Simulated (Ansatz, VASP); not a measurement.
## Two plane-wave programs on NaCl

The input INCAR:

```
ALGO     = Normal         # electronic algorithm
EDIFF    = 1E-6           # SCF threshold, eV
ENCUT    = 520            # plane-wave cutoff, eV
GGA      = CA             # functional
ISIF     = 2              # what is computed and relaxed
ISMEAR   = 0              # smearing method
LASPH    = True           # aspherical terms in the spheres
LCHARG   = False          # write CHGCAR
LREAL    = False          # projectors in reciprocal space
LWAVE    = False          # write WAVECAR
NBANDS   = 14             # bands
NELM     = 60             # most SCF steps
PREC     = Accurate       # precision mode
SIGMA    = 0.05           # smearing width, eV
```

KPOINTS

```
k-points
0
Gamma
  6 6 6
```

Contents of POSCAR:

```
NaCl
1.0
    3.7823652000      0.0000000000      0.0000000000
    0.0000000000      3.7823652000      0.0000000000
    0.0000000000      0.0000000000      3.5021900000
Na Cl
1 1
Direct
    0.0000000000      0.0000000000      0.0000000000
    0.5000000000      0.5000000000      0.5000000000
```

Input for Ansatz:

```yaml
crystal:
  lattice:
    - [3.7823652, 0.0, 0.0]
    - [0.0, 3.7823652, 0.0]
    - [0.0, 0.0, 3.50219]
  atoms:
    - { symbol: Na, position: [0.0, 0.0, 0.0] }
    - { symbol: Cl, position: [0.5, 0.5, 0.5] }
basis:
  ecutwfc: 420
kpoints:
  mp_grid: { grid: [6, 6, 6] }
hamiltonian:
  xc: lda
scf:
  occupations: { method: gaussian, width: 0.05 }
output:
  forces: true
  stress: true
  eigenvalues: true
```

Change from the starting cell: strain +0.080 along x and y, +0.000 along z, atoms carried along.

Alike in both runs: task single point; functional LDA; k mesh 6 × 6 × 6; occupations gaussian, width 0.05 eV; no spin polarisation.

|  | VASP | Ansatz |
| --- | --- | --- |
| version | VASP 6.6.1 | Ansatz 0.2.0 |
| potentials or method | VASP PAW LDA potentials, release 64 (Na_pv, Cl) | scalar-relativistic, plane waves, PAW |
| plane-wave cutoff (eV) | 520 | 420 |
| valence electrons in the cell | 14 | 16 |

Ansatz gave:

| Quantity | Value |
| --- | --- |
| gap on the k mesh at the Fermi level (eV) | 2.84 |
| least direct gap on the mesh (eV) | 3.13 |
| pressure (GPa) | -4.9 |
| largest component of the traceless stress (GPa) | 2.86 |

**Question.** Estimate VASP's values.

**Answer.** gap on the k mesh at the Fermi level (eV): 2.84; least direct gap on the mesh (eV): 3.14; pressure (GPa): -4.9; largest component of the traceless stress (GPa): 2.86.

The two sets of potentials don't hold the same shells in valence.

A k mesh can miss the band edges.
